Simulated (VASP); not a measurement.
# MgSn2N2 (P4mm) in VASP: further runs

One crystal, MgSn2N2, is run at these levels: PBE; tasks: relaxation of cell and atoms.

Everything below comes from runs of VASP 6.6.1. Logs are shortened: lines on timing, memory, paths and dates and some standing lists are left out, and cuts for length are marked.

### Step 1. Starting point

Symmetry: P4mm, No. 99, tetragonal system. The conventional cell has a = 4.123 Å, b = 4.123 Å, c = 5.567 Å, α = 90.00°, β = 90.00°, γ = 90.00°. Mg (site symmetry 4mm) has 4 Sn at 2.67 Å and 4 N at 2.91 Å as nearest neighbours. Around Sn (site symmetry 2mm) lie 1 N at 1.81 Å. N (site symmetry 2mm) has 1 Sn at 1.81 Å as nearest neighbours.

The cell was built by a generator and needn't be a form met in nature.

### Step 2. Relaxation of cell and atoms, PBE

Contents of INCAR:

```
SYSTEM = MgSn2N2
PREC = Normal
ENCUT = 520
EDIFF = 1E-4
ISMEAR = 0
SIGMA = 0.15
LREAL = .FALSE.
LASPH = .TRUE.
NELM = 60
ALGO = Fast
ISIF = 3
LWAVE = .FALSE.
LCHARG = .FALSE.
GGA = PE
IBRION = 2
NSW = 24
EDIFFG = -0.08
```

Contents of KPOINTS:

```
Automatic mesh
0
G
  4 4 3
  0 0 0
```

Contents of POSCAR:

```
MgSn2N2
1.0
    4.1233846800      0.0000000000      0.0000000000
    0.0000000000      4.1233846800      0.0000000000
    0.0000000000      0.0000000000      5.5666778600
Mg Sn N
1 2 2
Direct
    0.0000000000      0.0000000000      0.9463695200
    0.5000000000      0.0000000000      0.2507236800
    0.0000000000      0.5000000000      0.2507236800
    0.5000000000      0.0000000000      0.5761908700
    0.0000000000      0.5000000000      0.5761908700
```

Potentials or basis: VASP PAW PBE potentials, release 64 (Mg, Sn_d, N).

Run with:

```console
$ cat potpaw_PBE.64/Mg/POTCAR potpaw_PBE.64/Sn_d/POTCAR potpaw_PBE.64/N/POTCAR > POTCAR
$ mpirun -np 1 vasp_std > vasp.out
```

OUTCAR:

```text
SYSTEM = MgSn2N2
   PREC = Normal
   ENCUT = 520
   EDIFF = 1E-4
   ISMEAR = 0
   LREAL = .FALSE.
   LASPH = .TRUE.
   NELM = 60
   ISIF = 3
   GGA = PE
   IBRION = 2
   NSW = 24
   EDIFFG = -0.08

 ion  position               nearest neighbor table
   1  0.000  0.000  0.946-   2 2.67   3 2.67   3 2.67   2 2.67
   2  0.500  0.000  0.251-   4 1.81   1 2.67   1 2.67   3 2.92   3 2.92   3 2.92   3 2.92
   3  0.000  0.500  0.251-   5 1.81   1 2.67   1 2.67   2 2.92   2 2.92   2 2.92   2 2.92
   4  0.500  0.000  0.576-   2 1.81
   5  0.000  0.500  0.576-   3 1.81

  LATTYP: Found a simple tetragonal cell.
 ALAT       =     4.1233846800
 C/A-ratio  =     1.3500263235

  Lattice vectors:

 A1 = (   4.1233846800,   0.0000000000,   0.0000000000)
 A2 = (   0.0000000000,   4.1233846800,   0.0000000000)
 A3 = (   0.0000000000,   0.0000000000,   5.5666778600)

Analysis of symmetry for initial positions (statically):
=====================================================================
 Subroutine PRICEL returns:
 Original cell was already a primitive cell.

 Routine SETGRP: Setting up the symmetry group for a
 simple tetragonal supercell.

 Subroutine GETGRP returns: Found  8 space group operations
 (whereof  8 operations were pure point group operations)
 out of a pool of 16 trial point group operations.

The static configuration has the point symmetry C_4v.

Analysis of symmetry for dynamics (positions and initial velocities):
=====================================================================
 Subroutine PRICEL returns:
 Original cell was already a primitive cell.

 Routine SETGRP: Setting up the symmetry group for a
 simple tetragonal supercell.

 Subroutine GETGRP returns: Found  8 space group operations
 (whereof  8 operations were pure point group operations)
 out of a pool of 16 trial point group operations.

The dynamic configuration has the point symmetry C_4v.

 Subroutine INISYM returns: Found  8 space group operations
 (whereof  8 operations are pure point group operations),
 and found     1 'primitive' translations

----------------------------------------------------------------------------------------

                                     Primitive cell

  volume of cell :      94.6463

  direct lattice vectors                    reciprocal lattice vectors
     4.123384680  0.000000000  0.000000000     0.242519211  0.000000000  0.000000000
     0.000000000  4.123384680  0.000000000     0.000000000  0.242519211  0.000000000
     0.000000000  0.000000000  5.566677860     0.000000000  0.000000000  0.179640357

  length of vectors
     4.123384680  4.123384680  5.566677860     0.242519211  0.242519211  0.179640357

  position of ions in fractional coordinates (direct lattice)
     0.000000000  0.000000000  0.946369520
[... 94 lines left out ...]
  Thomas-Fermi vector in A             =   2.363473
   LORBIT       =      0    0 simple, 1 ext, 2 COOP (PROOUT), +10 PAW based schemes
   GGA     = PE    functional components
   LHFCALC =     F    Hartree Fock is set to
   AEXX    =    0.0000 exact exchange contribution
   IVDW    =     0    specifies the selected vdW correction
   LEPSILON=     F    determine dielectric tensor
   LRPA    =     F    only Hartree local field effects (RPA)
 conjugate gradient relaxation of ions
 non-spin polarized calculation
 RMM-DIIS sequential band-by-band and
 Gauss-broadening in eV      SIGMA  =   0.15
  energy-cutoff  :      520.00
  volume of cell :       94.65
 maximum number of plane-waves:      2565
   NGX = 15   NGY = 15   NGZ = 21

--------------------------------------- Ionic step        1  -------------------------------------------

 number of electron      39.9999916 magnetization

 Free energy of the ion-electron system (eV)
  ---------------------------------------------------
  ext. energy  EPLUGINS =         0.00000000
  ---------------------------------------------------
  free energy    TOTEN  =       -17.24171589 eV

  energy without entropy =      -17.20701964  energy(sigma->0) =      -17.22436777

------------------------ aborting loop because EDIFF is reached ----------------------------------------

  FORCE on cell =-STRESS in cart. coord.  units (eV):
  Direction    XX          YY          ZZ          XY          YZ          ZX
  --------------------------------------------------------------------------------------
  -------------------------------------------------------------------------------------
  Total        6.5851714      6.5851714     20.6250829      0.0000000      0.0000000      0.0000000
  in kB      111.4740738    111.4740738    349.1423175      0.0000000      0.0000000      0.0000000
  external PRESSURE =     190.6968217 kB  Pullay stress =       0.0000000 kB
[... 98 lines left out ...]
  FREE ENERGIE OF THE ION-ELECTRON SYSTEM (eV)
  ---------------------------------------------------
  free  energy   TOTEN  =       -17.7183053465 eV

  energy  without entropy=      -17.7071693366  energy(sigma->0) =      -17.71273734

 E-fermi :   3.4270     XC(G=0):  -9.0312

 val. band max:        3.4238410060   @ k =   0.5000   0.2500   0.0000
 cond. band min:       3.4483749541   @ k =   0.5000   0.2500   0.3333
 fundamental gap:      0.0245339480
 Fermi energy:         3.4270266416

 k-point     1 :       0.0000    0.0000    0.0000
  band No.  band energies     occupation
      1     -17.7419      2.00000
      2     -17.6498      2.00000
      3     -17.6202      2.00000
      4     -17.5212      2.00000
      5     -17.4984      2.00000
      6     -17.4240      2.00000
[... 313 lines left out ...]
     23       7.8973      0.00000
     24       8.4145      0.00000

[... ionic steps 4 to 14 ...]

--------------------------------------- Ionic step       15  -------------------------------------------

 number of electron      40.0000105 magnetization

------------------------ aborting loop because EDIFF is reached ----------------------------------------
[... 73 lines left out ...]
--------------------------------------- Ionic step       17  -------------------------------------------

 number of electron      40.0000090 magnetization

 Free energy of the ion-electron system (eV)
  ---------------------------------------------------
  ext. energy  EPLUGINS =         0.00000000
  ---------------------------------------------------
  free energy    TOTEN  =       -22.49860349 eV

  energy without entropy =      -22.45614635  energy(sigma->0) =      -22.47737492

 E-fermi :   4.6778     XC(G=0):  -9.8147

 val. band max:        4.5879235239   @ k =   0.5000   0.2500   0.3333
 cond. band min:       4.7288850620   @ k =   0.5000   0.5000   0.0000
 fundamental gap:      0.1409615381
 Fermi energy:         4.6777923299

 k-point     1 :       0.0000    0.0000    0.0000
  band No.  band energies     occupation
      1     -16.5722      2.00000
      2     -16.4025      2.00000
      3     -16.3213      2.00000
      4     -16.1861      2.00000
      5     -16.1861      2.00000
      6     -16.1171      2.00000
[... 345 lines left out ...]
  FREE ENERGIE OF THE ION-ELECTRON SYSTEM (eV)
  ---------------------------------------------------
  free  energy   TOTEN  =       -22.4986034877 eV

  energy  without entropy=      -22.4561463493  energy(sigma->0) =      -22.47737492

 reached required accuracy - stopping structural energy minimisation
```

OSZICAR:

```text
N       E                     dE             d eps       ncg     rms          rms(c)
DAV:   1     0.384905934543E+03    0.38491E+03   -0.20594E+04   576   0.228E+03
DAV:   2     0.354557391077E+02   -0.34945E+03   -0.34434E+03   600   0.546E+02
DAV:   3    -0.197383696399E+02   -0.55194E+02   -0.54495E+02   728   0.187E+02
[... 167 lines left out ...]
RMM:   2    -0.225015932810E+02    0.95559E-02   -0.36971E-02   650   0.194E+00    0.310E-01
RMM:   3    -0.224993289046E+02    0.22644E-02   -0.73986E-03   666   0.964E-01    0.184E-01
RMM:   4    -0.224985088385E+02    0.82007E-03   -0.40407E-03   694   0.661E-01    0.417E-02
RMM:   5    -0.224985922860E+02   -0.83447E-04   -0.17572E-03   682   0.371E-01    0.350E-02
RMM:   6    -0.224986034877E+02   -0.11202E-04   -0.17324E-04   350   0.127E-01
  17 F= -.22498603E+02 E0= -.22477375E+02  d E =-.237840E-02
```

CONTCAR:

```text
MgSn2N2
   1.00000000000000
     4.2512986454747539    0.0000000000000000    0.0000000000000000
    -0.0000000000000000    4.2512986454747539    0.0000000000000000
     0.0000000000000000    0.0000000000000000    5.2217354685459343
  Mg              Sn              N
     1     2     2
Direct
     0.0000000000000000    0.0000000000000000    0.7436538689738637
     0.5000000000000000    0.0000000000000000    0.2616192495130074
     0.0000000000000000    0.5000000000000000    0.2616192495130074
     0.5000000000000000    0.0000000000000000    0.6666531260000573
     0.0000000000000000    0.5000000000000000    0.6666531260000573

  0.00000000E+00  0.00000000E+00  0.00000000E+00
  0.00000000E+00  0.00000000E+00  0.00000000E+00
  0.00000000E+00  0.00000000E+00  0.00000000E+00
  0.00000000E+00  0.00000000E+00  0.00000000E+00
  0.00000000E+00  0.00000000E+00  0.00000000E+00
```

Wall time 3.3 min (1 thread of Intel Xeon Platinum 8259CL at 2.50GHz (Skylake/Cascade Lake), shared host); peak memory 0.17 GiB.

What came out:

```yaml
Free_energy: -22.4986 eV
Relaxed_volume: 18.88 Å³/atom
Relaxed_cell: a = 4.251 Å, b = 4.251 Å, c = 5.222 Å, α = 90.00°, β = 90.00°, γ = 90.00°
Space_group_after_relaxing_to_0.05_Å: P4mm (No. 99)
Energy_gained_by_relaxing: 1051.4 meV/atom
Ionic_steps: 17
Pressure_after_relaxing: -0.3 GPa
Largest_force_after_relaxing: 0.027 eV/Å
Band_gap_on_the_k_mesh: none (metal or under the smearing width)
```

Forces on the atoms (eV/Å):
```
Mg   0.000  0.000 -0.027
Sn   0.000  0.000 -0.003
Sn   0.000  0.000 -0.003
N    0.000  0.000  0.017
N    0.000  0.000  0.017
```

The path:
```
step  energy change (eV)  largest force (eV/Å)  pressure (GPa)  volume (Å³)
   1              0.0000                6.6777           19.07        94.65
   2              0.4145                3.1759          -10.83       128.36
   3             -0.4766                3.3919           -9.74       119.43
   4             -1.1133                3.5813           -7.48       112.92
   5             -1.6535                4.1677           -1.17       103.56
   6             -2.7441                3.4289           -4.17       105.76
   7             -4.3499                1.6904           -3.77       111.56
   8             -5.0521                0.2895           -5.11       105.08
   9             -5.0888                0.4694           -5.09       103.43
  10             -5.1481                0.8781            3.87        91.77
  11             -5.2099                0.5423           -0.35        96.34
  12             -5.2096                0.5265           -0.77        96.48
  13             -5.2312                0.4050           -0.42        95.64
  14             -5.2443                0.2383           -0.08        94.49
  15             -5.2545                0.1225            0.58        93.78
  16             -5.2545                0.1295            0.41        93.82
  17             -5.2569                0.0271           -0.29        94.38
```

Final structure:
```
Mg Sn N
1.0
     4.25130    0.00000    0.00000
     0.00000    4.25130    0.00000
     0.00000    0.00000    5.22174
Mg Sn N
1 2 2
Direct
  0.00000 0.00000 0.74365
  0.50000 0.00000 0.26162
  0.00000 0.50000 0.26162
  0.50000 0.00000 0.66665
  0.00000 0.50000 0.66665
```

Levels at points of the mesh, in eV from the Fermi level:
```csv
k point,band 18,band 19,band 20,band 21,band 22,band 23
"(0.00, 0.00, 0.00)",-0.32,0.17,0.17,0.69,0.69,3.32
"(0.50, 0.00, 0.00)",-1.89,-0.90,-0.74,2.51,2.84,3.09
"(0.50, 0.50, 0.00)",-2.40,-1.60,-0.75,0.05,1.07,3.44
```

Caveat: the k mesh is coarse (spacing up to 0.38 Å⁻¹), so the values aren't converged; the relaxation stopped at a loose force limit of 0.08 eV/Å, so its end isn't a converged minimum.

### Step 3. Relaxation of cell and atoms, PBE

This run uses another cell than the first one, of 17.80 Å³/atom, 0.940 times its volume.

INCAR is that of step 2.

Contents of KPOINTS:

```
Automatic mesh
0
G
  5 5 5
  0 0 0
```

Contents of POSCAR:

```
MgSn2N2
1.0
   -1.8500000000      1.8500000000      6.5000000000
    1.8500000000     -1.8500000000      6.5000000000
    1.8500000000      1.8500000000     -6.5000000000
Mg Sn N
1 2 2
Direct
    0.0000000000      0.0000000000      0.0000000000
    0.3500000000      0.3500000000      0.0000000000
    0.6500000000      0.6500000000      0.0000000000
    0.2500000000      0.7500000000      0.5000000000
    0.7500000000      0.2500000000      0.5000000000
```

Potentials or basis: VASP PAW PBE potentials, release 64 (Mg, Sn_d, N).

Run with:

```console
$ cat potpaw_PBE.64/Mg/POTCAR potpaw_PBE.64/Sn_d/POTCAR potpaw_PBE.64/N/POTCAR > POTCAR
$ mpirun -np 1 vasp_std > vasp.out
```

It took 12 min on 1 thread of Intel Xeon Platinum 8259CL at 2.50GHz (Skylake/Cascade Lake), shared host; peak memory 0.28 GiB.

The run converged. Its results:

| Property | Result |
| --- | --- |
| Free energy | -23.1706 eV |
| Relaxed volume | 19.39 Å³/atom |
| Relaxed cell | a = 6.795 Å, b = 6.795 Å, c = 6.795 Å, α = 146.15°, β = 146.15°, γ = 48.63° |
| Space group after relaxing (to 0.05 Å) | I4/mmm (No. 139) |
| Energy gained by relaxing | 117.5 meV/atom |
| Ionic steps | 19 |
| Pressure after relaxing | 0.0 GPa |
| Largest force after relaxing | 0.016 eV/Å |
| Band gap on the k mesh | none (metal or under the smearing width) |

Forces on the atoms (eV/Å):
```
Mg   0.000  0.000  0.000
Sn   0.000  0.000  0.016
Sn   0.000  0.000 -0.016
N    0.000  0.000  0.000
N    0.000  0.000  0.000
```

Stress tensor (GPa, compression positive):
```
-0.09  0.00  0.00
 0.00 -0.09  0.00
 0.00  0.00  0.23
```

Step by step:
| step | energy change (eV) | largest force (eV/Å) | pressure (GPa) | volume (Å³) |
| --- | --- | --- | --- | --- |
| 1 | 0.0000 | 1.3783 | 1.77 | 88.98 |
| 2 | -0.1884 | 1.0588 | 0.97 | 91.54 |
| 3 | -0.3606 | 0.6940 | 1.10 | 94.80 |
| 4 | -0.4968 | 0.1497 | 1.25 | 101.53 |
| 5 | -0.4910 | 0.0820 | -4.62 | 107.44 |
| 6 | -0.5248 | 0.0009 | -1.00 | 104.62 |
| 7 | -0.5493 | 0.3325 | -0.72 | 102.55 |
| 8 | -0.5449 | 0.6810 | 1.46 | 98.77 |
| 9 | -0.5537 | 0.4749 | 0.86 | 100.36 |
| 10 | -0.5543 | 0.3791 | 0.09 | 101.46 |
| 11 | -0.5547 | 0.4742 | 0.45 | 100.99 |
| 12 | -0.5673 | 0.3069 | -0.17 | 100.42 |
| 13 | -0.5743 | 0.1693 | -0.72 | 99.74 |
| 14 | -0.5751 | 0.1266 | -0.76 | 99.52 |
| 15 | -0.5827 | 0.1322 | -0.02 | 98.07 |
| 16 | -0.5832 | 0.1471 | 0.01 | 97.92 |
| 17 | -0.5840 | 0.1430 | -0.03 | 97.62 |
| 18 | -0.5849 | 0.1431 | 0.30 | 97.02 |
| 19 | -0.5875 | 0.0157 | 0.02 | 96.95 |

Final structure:
```xyz
5
Lattice="-1.9784 1.9784 6.1927 1.9784 -1.9784 6.1927 1.9784 1.9784 -6.1927" Properties=species:S:1:pos:R:3 pbc="T T T"
Mg    0.0000    0.0000    0.0000
Sn    0.0000    0.0000    4.0795
Sn    0.0000    0.0000    8.3058
N     1.9784    0.0000    3.0963
N     0.0000    1.9784    3.0963
```

Levels at points of the mesh, in eV from the Fermi level:
```csv
k point,band 17,band 18,band 19,band 20,band 21,band 22,band 23,band 24
"(0.00, 0.00, 0.00)",-1.16,-1.13,-1.13,0.93,1.44,1.53,3.21,3.21
```

Caveat: the k mesh is coarse (spacing up to 0.48 Å⁻¹), so the values aren't converged; the relaxation stopped at a loose force limit of 0.08 eV/Å, so its end isn't a converged minimum.
